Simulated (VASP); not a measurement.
# Si (Fd-3m) in VASP: further runs

The runs below take Si through single point, relaxation of cell and atoms, with LDA.

Program: VASP 6.6.1. These are calculated values, not measurements. Logs are shortened: lines on timing, memory, paths and dates and some standing lists are left out, and cuts for length are marked.

## (1) The crystal as given

It takes space group Fd-3m (No. 227, cubic). The conventional cell has a = 5.402 Å, b = 5.402 Å, c = 5.402 Å, α = 90.00°, β = 90.00°, γ = 90.00°. Si (site symmetry -43m) is surrounded by 4 Si at 2.34 Å.

## (2) Single point, LDA

File INCAR:

```
SYSTEM = Si
PREC = Accurate
ENCUT = 520
EDIFF = 1E-7
ISMEAR = 0
SIGMA = 0.02
LREAL = .False.
LASPH = .True.
NELM = 100
ALGO = Normal
ISIF = 2
LWAVE = .False.
LCHARG = .False.
NBANDS = 11
```

File KPOINTS:

```
Automatic mesh
0
Gamma
  10 10 10
  0 0 0
```

File POSCAR:

```
Si
1.0
    0.0000000000      2.7009735187      2.7009735187
    2.7009735187      0.0000000000      2.7009735187
    2.7009735187      2.7009735187      0.0000000000
Si
2
Direct
    0.0000000000      0.0000000000      0.0000000000
    0.2500000000      0.2500000000      0.2500000000
```

Potentials or basis: VASP PAW LDA potentials, release 64 (Si).

Command:

```
$ cat potpaw_LDA.64/Si/POTCAR > POTCAR
$ mpirun -np 1 vasp_std > vasp.out
```

OUTCAR:

```text
SYSTEM = Si
   PREC = Accurate
   ENCUT = 520
   EDIFF = 1E-7
   ISMEAR = 0
   LREAL = .False.
   LASPH = .True.
   NELM = 100
   ISIF = 2

 ion  position               nearest neighbor table
   1  0.000  0.000  0.000-   2 2.34   2 2.34   2 2.34   2 2.34
   2  0.250  0.250  0.250-   1 2.34   1 2.34   1 2.34   1 2.34

  LATTYP: Found a face centered cubic cell.
 ALAT       =     5.4019470374

  Lattice vectors:

 A1 = (   0.0000000000,   2.7009735187,   2.7009735187)
 A2 = (   2.7009735187,   0.0000000000,   2.7009735187)
 A3 = (   2.7009735187,   2.7009735187,   0.0000000000)

Analysis of symmetry for initial positions (statically):
=====================================================================
 Subroutine PRICEL returns:
 Original cell was already a primitive cell.

 Routine SETGRP: Setting up the symmetry group for a
 face centered cubic supercell.

 Subroutine GETGRP returns: Found 48 space group operations
 (whereof 24 operations were pure point group operations)
 out of a pool of 48 trial point group operations.

The static configuration has the point symmetry T_d .
 The point group associated with its full space group is O_h .

Analysis of symmetry for dynamics (positions and initial velocities):
=====================================================================
 Subroutine PRICEL returns:
 Original cell was already a primitive cell.

 Routine SETGRP: Setting up the symmetry group for a
 face centered cubic supercell.

 Subroutine GETGRP returns: Found 48 space group operations
 (whereof 24 operations were pure point group operations)
 out of a pool of 48 trial point group operations.

The dynamic configuration has the point symmetry T_d .
 The point group associated with its full space group is O_h .

 Subroutine INISYM returns: Found 48 space group operations
 (whereof 24 operations are pure point group operations),
 and found     1 'primitive' translations

----------------------------------------------------------------------------------------

                                     Primitive cell

  volume of cell :      39.4086

  direct lattice vectors                    reciprocal lattice vectors
     0.000000000  2.700973519  2.700973519    -0.185118438  0.185118438  0.185118438
     2.700973519  0.000000000  2.700973519     0.185118438 -0.185118438  0.185118438
     2.700973519  2.700973519  0.000000000     0.185118438  0.185118438 -0.185118438

  length of vectors
     3.819753382  3.819753382  3.819753382     0.320634541  0.320634541  0.320634541

  position of ions in fractional coordinates (direct lattice)
     0.000000000  0.000000000  0.000000000
     0.250000000  0.250000000  0.250000000

  ion indices of the primitive-cell ions
   primitive index   ion index
                 1           1
                 2           2

----------------------------------------------------------------------------------------

 KPOINTS: Automatic mesh

Automatic generation of k-mesh.
 Grid dimensions read from file:
 generate k-points for:   10   10   10

 Generating k-lattice:

  Cartesian coordinates                     Fractional coordinates (reciprocal lattice)
    -0.018511844  0.018511844  0.018511844     0.100000000  0.000000000  0.000000000
     0.018511844 -0.018511844  0.018511844     0.000000000  0.100000000  0.000000000
     0.018511844  0.018511844 -0.018511844     0.000000000  0.000000000  0.100000000

  Length of vectors
     0.032063454  0.032063454  0.032063454

  Shift w.r.t. Gamma in fractional coordinates (k-lattice)
     0.000000000  0.000000000  0.000000000

 Subroutine IBZKPT returns following result:
 ===========================================

 Found     47 irreducible k-points:

 Following reciprocal coordinates:
            Coordinates               Weight
  0.000000  0.000000  0.000000      1.000000
  0.100000  0.000000  0.000000      8.000000
  0.200000  0.000000  0.000000      8.000000
  0.300000  0.000000  0.000000      8.000000
  0.400000  0.000000  0.000000      8.000000
  0.500000  0.000000  0.000000      4.000000
[... 16 lines left out ...]
  0.300000  0.300000  0.000000      6.000000
  0.400000  0.300000  0.000000     24.000000
 [... further k-points ...]
   k-points           NKPTS =     47   k-points in BZ     NKDIM =     47   number of bands    NBANDS=     11
   number of dos      NEDOS =    301   number of ions     NIONS =      2
   total plane-waves  NPLWV =  21952
   dimension x,y,z NGX =    28 NGY =   28 NGZ =   28
   dimension x,y,z NGXF=    56 NGYF=   56 NGZF=   56
   ions per type =               2
   NGX,Y,Z   is equivalent  to a cutoff of  12.19, 12.19, 12.19 a.u.
   NGXF,Y,Z  is equivalent  to a cutoff of  24.37, 24.37, 24.37 a.u.
 SYSTEM =  Si
   PREC   = accura    normal or accurate (medium, high low for compatibility)
   ISTART =      0    job   : 0-new  1-cont  2-samecut
   ICHARG =      2    charge: 1-file 2-atom 10-const
   ISPIN  =      1    spin polarized calculation?
   LNONCOLLINEAR =      F non collinear calculations
   LSORBIT =      F    spin-orbit coupling
   LASPH  =      T    aspherical Exc in radial PAW
   ENCUT  =  520.0 eV  38.22 Ry    6.18 a.u.   7.10  7.10  7.10*2*pi/ulx,y,z
   NELM   =    100;   NELMIN=  2; NELMDL= -5     # of ELM steps
   EDIFF  = 0.1E-06   stopping-criterion for ELM
   LREAL  =      F    real-space projection
   EDIFFG = 0.1E-05   stopping-criterion for IOM
   NSW    =      0    number of steps for IOM
   IBRION =     -1    ionic relax: 0-MD 1-quasi-New 2-CG
   NFREE  =      0    steps in history (QN), initial steepest desc. (CG)
   ISIF   =      2    stress and relaxation
   ISYM   =      2    0-nonsym 1-usesym 2-fastsym
   POTIM  = 0.5000    time-step for ionic-motion
   TEBEG  =    0.0;   TEEND  =   0.0 temperature during run
   PSTRESS=    0.0 pullay stress
   NELECT =       8.0000    total number of electrons
   NUPDOWN=      -1.0000    fix difference up-down
   EMIN   =  10.00;   EMAX   =-10.00  energy-range for DOS
   EFERMI =   0.00;   METHOD = LEGACY
   ISMEAR =     0;   SIGMA  =   0.02  broadening in eV -4-tet -1-fermi 0-gaus
   EFERMI_NEDOS =   21; number of points for ismear=-14 and -15
   IALGO  =     38    algorithm
   IMIX   =      4    mixing-type and parameters
     AMIX     =   0.40;   BMIX     =  1.00
     AMIX_MAG =   1.60;   BMIX_MAG =  1.00
  volume/ion in A,a.u.               =      19.70       132.97
  Fermi-wavevector in a.u.,A,eV,Ry     =   0.962146  1.818193 12.595263  0.925726
  Thomas-Fermi vector in A             =   2.091580
   LORBIT       =      0    0 simple, 1 ext, 2 COOP (PROOUT), +10 PAW based schemes
   GGA     = CA    functional components
   LHFCALC =     F    Hartree Fock is set to
   AEXX    =    0.0000 exact exchange contribution
   IVDW    =     0    specifies the selected vdW correction
   LEPSILON=     F    determine dielectric tensor
   LRPA    =     F    only Hartree local field effects (RPA)
 non-spin polarized calculation
 Gauss-broadening in eV      SIGMA  =   0.02
  energy-cutoff  :      520.00
  volume of cell :       39.41
 maximum number of plane-waves:      1073
   NGX = 15   NGY = 15   NGZ = 15

 number of electron       8.0000001 magnetization

 Free energy of the ion-electron system (eV)
  ---------------------------------------------------
  ext. energy  EPLUGINS =         0.00000000
  ---------------------------------------------------
  free energy    TOTEN  =       -11.91908179 eV

  energy without entropy =      -11.91908179  energy(sigma->0) =      -11.91908179

 E-fermi :   6.0949     XC(G=0):  -9.6656

 val. band max:        5.9334629457   @ k =   0.0000   0.0000   0.0000
 cond. band min:       6.3860306444   @ k =   0.4000   0.4000   0.0000
 fundamental gap:      0.4525676988
 Fermi energy:         6.0949133585

 k-point     1 :       0.0000    0.0000    0.0000
  band No.  band energies     occupation
      1      -6.1331      2.00000
      2       5.9335      2.00000
      3       5.9335      2.00000
      4       5.9335      2.00000
      5       8.4643      0.00000
      6       8.4643      0.00000
      7       8.4643      0.00000
      8       9.3257      0.00000
      9      13.6694      0.00000
     10      13.6694      0.00000
     11      13.6789      0.00000

 k-point     2 :       0.1000    0.0000    0.0000
  band No.  band energies     occupation
      1      -6.0004      2.00000
      2       4.7746      2.00000
      3       5.7312      2.00000
      4       5.7312      2.00000
      5       8.4758      0.00000
      6       8.7612      0.00000
      7       8.7612      0.00000
      8      10.2387      0.00000
      9      13.2906      0.00000
     10      13.2906      0.00000
     11      14.2360      0.00000

 k-point     3 :       0.2000    0.0000    0.0000
  band No.  band energies     occupation
      1      -5.6082      2.00000
      2       2.8909      2.00000
      3       5.3458      2.00000
      4       5.3458      2.00000
      5       8.1128      0.00000
      6       9.2714      0.00000
      7       9.2714      0.00000
      8      11.9806      0.00000
      9      12.9574      0.00000
     10      12.9574      0.00000
     11      14.9142      0.00000

 k-point     4 :       0.3000    0.0000    0.0000
  band No.  band energies     occupation
      1      -4.9828      2.00000
      2       1.0825      2.00000
      3       5.0089      2.00000
      4       5.0089      2.00000
      5       7.7449      0.00000
      6       9.4298      0.00000
      7       9.4298      0.00000
      8      13.4967      0.00000
      9      13.5078      0.00000
     10      13.5078      0.00000
     11      14.7145      0.00000
[... 239 lines left out ...]
 k-point    22 :      -0.2000    0.2000    0.0000
  band No.  band energies     occupation
      1      -4.7640      2.00000
      2       1.4302      2.00000
      3       2.8614      2.00000
      4       5.0806      2.00000
      5       8.7846      0.00000
      6       9.9043      0.00000
      7      10.1914      0.00000
      8      11.6249      0.00000
      9      11.9973      0.00000
     10      16.5586      0.00000
     11      16.7485      0.00000

 k-point    23 :       0.3000    0.3000    0.0000
  band No.  band energies     occupation
      1      -4.5622      2.00000
      2       1.5068      2.00000
      3       3.6682      2.00000
      4       3.6682      2.00000
      5       6.6828      0.00000
      6       8.2299      0.00000
      7      12.5834      0.00000
      8      12.5834      0.00000
      9      15.0834      0.00000
     10      15.4237      0.00000
     11      18.2752      0.00000

 k-point    24 :       0.4000    0.3000    0.0000
  band No.  band energies     occupation
      1      -3.9401      2.00000
      2       0.4912      2.00000
      3       3.0192      2.00000
      4       3.4615      2.00000
      5       6.8710      0.00000
      6       8.0653      0.00000
      7      12.8833      0.00000
      8      12.9985      0.00000
      9      16.4392      0.00000
     10      16.7243      0.00000
     11      18.0319      0.00000

 [... further k-points ...]
[... 5 lines left out ...]
  --------------------------------------------------------------------------------------
  -------------------------------------------------------------------------------------
  Total        0.0117519      0.0117519      0.0117519     -0.0000000      0.0000000      0.0000000
  in kB        0.4777812      0.4777812      0.4777812     -0.0000000      0.0000000      0.0000000
  external PRESSURE =       0.4777812 kB  Pullay stress =       0.0000000 kB

 VOLUME and BASIS-vectors are now :
 -----------------------------------------------------------------------------
  energy-cutoff  :      520.00
  volume of cell :       39.41
      direct lattice vectors                 reciprocal lattice vectors
     0.000000000  2.700973519  2.700973519    -0.185118438  0.185118438  0.185118438
     2.700973519  0.000000000  2.700973519     0.185118438 -0.185118438  0.185118438
     2.700973519  2.700973519  0.000000000     0.185118438  0.185118438 -0.185118438

 POSITION                                       TOTAL-FORCE (eV/Angst)
 -----------------------------------------------------------------------------------
      0.00000      0.00000      0.00000         0.000000     -0.000000      0.000000
      1.35049      1.35049      1.35049        -0.000000      0.000000     -0.000000
 -----------------------------------------------------------------------------------
    total drift:                                0.000000      0.000000     -0.000000

  FREE ENERGIE OF THE ION-ELECTRON SYSTEM (eV)
  ---------------------------------------------------
  free  energy   TOTEN  =       -11.9190817946 eV

  energy  without entropy=      -11.9190817946  energy(sigma->0) =      -11.91908179
```

It took 12 s on 1 thread of Intel Xeon Platinum 8259CL at 2.50GHz (Skylake/Cascade Lake), shared host; peak memory 0.14 GiB.

What came out:

```yaml
Free_energy: -11.9191 eV
Pressure: 0.0 GPa
Band_gap_on_the_k_mesh: 0.45 eV, indirect (least direct gap 2.53 eV)
```

A k mesh can miss the band edges. A hybrid or GW would open this gap; LDA tends to underestimate it.

## (3) Relaxation of cell and atoms, LDA

This run uses another cell than the first one, of 20.02 Å³/atom, 1.016 times its volume.

File INCAR:

```
PREC = Accurate
ENCUT = 600
EDIFF = 1E-6
ISMEAR = 0
SIGMA = 0.02
LREAL = False
LASPH = True
NELM = 100
ALGO = Normal
ISIF = 3
LWAVE = False
LCHARG = False
GGA = CA
IBRION = 2
NSW = 100
EDIFFG = -0.002
```

File KPOINTS:

```
Automatic mesh
0
Gamma
  10 10 10
```

File POSCAR:

```
Si
1.0
    0.0000000000      2.7155000000      2.7155000000
    2.7155000000      0.0000000000      2.7155000000
    2.7155000000      2.7155000000      0.0000000000
Si
2
Direct
    0.0000000000      0.0000000000      0.0000000000
    0.2500000000      0.2500000000      0.2500000000
```

Potentials or basis: VASP PAW LDA potentials, release 64 (Si).

Command:

```
$ cat potpaw_LDA.64/Si/POTCAR > POTCAR
$ mpirun -np 1 vasp_std > vasp.out
```

It took 20 s on 1 thread of Intel Xeon Platinum 8259CL at 2.50GHz (Skylake/Cascade Lake), shared host; peak memory 0.15 GiB.

Results (log left out):

```yaml
Free_energy: -11.9193 eV
Relaxed_volume: 19.72 Å³/atom
Relaxed_cell: a = 3.820 Å, b = 3.820 Å, c = 3.820 Å, α = 60.00°, β = 60.00°, γ = 60.00°
Space_group_after_relaxing_to_0.05_Å: Fd-3m (No. 227)
Energy_gained_by_relaxing: 1.4 meV/atom
Ionic_steps: 3
Pressure_after_relaxing: 0.0 GPa
Band_gap_on_the_k_mesh: 0.45 eV, indirect (least direct gap 2.53 eV)
```

Step by step:
```csv
step,energy change (eV),largest force (eV/Å),pressure (GPa),volume (Å³)
1,0.0000,0.0000,-1.45,40.05
2,-0.0014,0.0000,1.07,39.01
3,-0.0028,0.0000,0.00,39.43
```

Final structure:
```
CELL_PARAMETERS angstrom
0.00000 2.70150 2.70150
2.70150 0.00000 2.70150
2.70150 2.70150 0.00000
ATOMIC_POSITIONS crystal
Si 0.00000 0.00000 0.00000
Si 0.25000 0.25000 0.25000
```

Levels at points of the mesh, in eV from the valence-band top:
| k point | band 1 | band 2 | band 3 | band 4 | band 5 | band 6 | band 7 | band 8 |
| --- | --- | --- | --- | --- | --- | --- | --- | --- |
| (0.00, 0.00, 0.00) | -12.06 | 0.00 | 0.00 | 0.00 | 2.53 | 2.53 | 2.53 | 3.39 |
| (0.50, 0.00, 0.00) | -9.69 | -7.06 | -1.21 | -1.21 | 1.48 | 3.29 | 3.29 | 7.54 |
| (0.50, 0.50, 0.00) | -7.86 | -7.86 | -2.89 | -2.89 | 0.57 | 0.57 | 10.11 | 10.11 |

## (4) Single point, LDA

File INCAR:

```
PREC = Accurate
ENCUT = 520
EDIFF = 1E-6
ISMEAR = 0
SIGMA = 0.02
LREAL = F
LASPH = T
NELM = 100
ALGO = Fast
ISIF = 2
LWAVE = F
LCHARG = T
LELF = T
LVHAR = T
NBANDS = 11
```

File KPOINTS:

```
regular mesh
0
Gamma
  12 12 12
```

File POSCAR:

```
Si
1.0
    0.0000000000      2.7009735187      2.7009735187
    2.7009735187      0.0000000000      2.7009735187
    2.7009735187      2.7009735187      0.0000000000
Si
2
Direct
    0.0000000000      0.0000000000      0.0000000000
    0.2500000000      0.2500000000      0.2500000000
```

Command:

```
$ cat potpaw_LDA.64/Si/POTCAR > POTCAR
$ mpirun -np 1 vasp_std > vasp.out
```

Run time: 22 s. Hardware: 1 thread of Intel Xeon Platinum 8259CL at 2.50GHz (Skylake/Cascade Lake), shared host; peak memory 0.14 GiB.

The run converged. Its results:

```yaml
Free_energy: -11.9197 eV
Pressure: 0.0 GPa
Band_gap_on_the_k_mesh: 0.44 eV, indirect (least direct gap 2.53 eV)
```

Levels at points of the mesh, in eV from the valence-band top:
| k point | band 1 | band 2 | band 3 | band 4 | band 5 | band 6 | band 7 | band 8 |
| --- | --- | --- | --- | --- | --- | --- | --- | --- |
| (0.00, 0.00, 0.00) | -12.07 | 0.00 | 0.00 | 0.00 | 2.53 | 2.53 | 2.53 | 3.39 |
| (0.50, 0.00, 0.00) | -9.69 | -7.07 | -1.21 | -1.21 | 1.49 | 3.29 | 3.29 | 7.54 |
| (0.50, 0.50, 0.00) | -7.87 | -7.87 | -2.89 | -2.89 | 0.57 | 0.57 | 10.11 | 10.11 |

A k mesh can miss the band edges. As with any semilocal functional, this LDA gap is likely too small.

[end of part 1 of 2]
